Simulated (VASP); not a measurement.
Wanted: the native input for a VASP 6.6.1 run.

```yaml
Task: single point
Functional: PBEsol
Potentials_or_basis: VASP PAW PBE potentials, release 64 (Sb)
Cutoff: 520 eV
k_mesh: 8 × 8 × 8
Occupations: gaussian, width 0.1 eV
Spin: no spin polarisation
Dipole_correction: no
Further_INCAR_settings: ALGO = Fast; EDIFF = 1e-06; NBANDS = 8
```

The structure of Sb lies in POSCAR:

```
Sb
1.0
   -1.5765401831      1.5765401831      2.7119384313
    1.5765401831     -1.5765401831      2.7119384313
    1.5765401831      1.5765401831     -2.7119384313
Sb
1
Direct
    0.0000000000      0.0000000000      0.0000000000
```

This isn't the form of Sb at room conditions, which is rhombohedral.

The input as run:

INCAR

```
  PREC = Accurate
  ENCUT = 520
  EDIFF = 1E-6
  ISMEAR = 0
  SIGMA = 0.1
  LREAL = F
  LASPH = T
  NELM = 80
  ALGO = Fast
  ISIF = 2
  LWAVE = F
  LCHARG = T
  GGA = PS
  LELF = T
  LVHAR = T
  NBANDS = 8
```

KPOINTS

```
regular mesh
0
Gamma
  8 8 8
```

Potentials or basis: VASP PAW PBE potentials, release 64 (Sb).

The run is started by

```console
$ cat potpaw_PBE.64/Sb/POTCAR > POTCAR
$ mpirun -np 1 vasp_std > vasp.out
```

Results of the run:

| Item | Value |
| --- | --- |
| Pressure | -1.4 GPa |
| Band gap on the k mesh | none (metal or under the smearing width) |

Caveat: the PAW data sets were made with another functional, which shifts forces and pressure a little.

Run time: 24 s on 1 thread of AMD EPYC 7R13 Processor (Zen 3), on a shared host, peak memory 0.12 GiB.
